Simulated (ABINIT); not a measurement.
## NaCl in ABINIT: the effect of functional

The system is NaCl.

```xyz
2
Lattice="0.0000 2.7941 2.7941 2.7941 0.0000 2.7941 2.7941 2.7941 0.0000" Properties=species:S:1:pos:R:3 pbc="T T T"
Cl    2.7941    2.7941    2.7941
Na    0.0000    0.0000    0.0000
```

The cell is a database's computed one.

Alike in all runs:

| Item | Value |
| --- | --- |
| Program | ABINIT 10.8.3 (patched build) |
| Task | single point |
| Potentials or basis | SPMS NC PBE v1.0 |
| Cutoff | 599 eV |
| k mesh | 6 × 6 × 6 |
| Occupations | fixed |
| Spin | no spin polarisation |

```tsv
functional	gap on the mesh (eV)	pressure (GPa)
PBEsol	5.04	0.5
PBE	5.21	1.6
HSE06	?	?
```

Problem. What does the run with functional HSE06 give?

Solution. gap on the mesh 6.51 eV; pressure 1.0 GPa.

Caveats: the potentials were made for another functional, which shifts forces and pressure (some runs); Libxc's HSE differs a little from that of other programs (some runs).

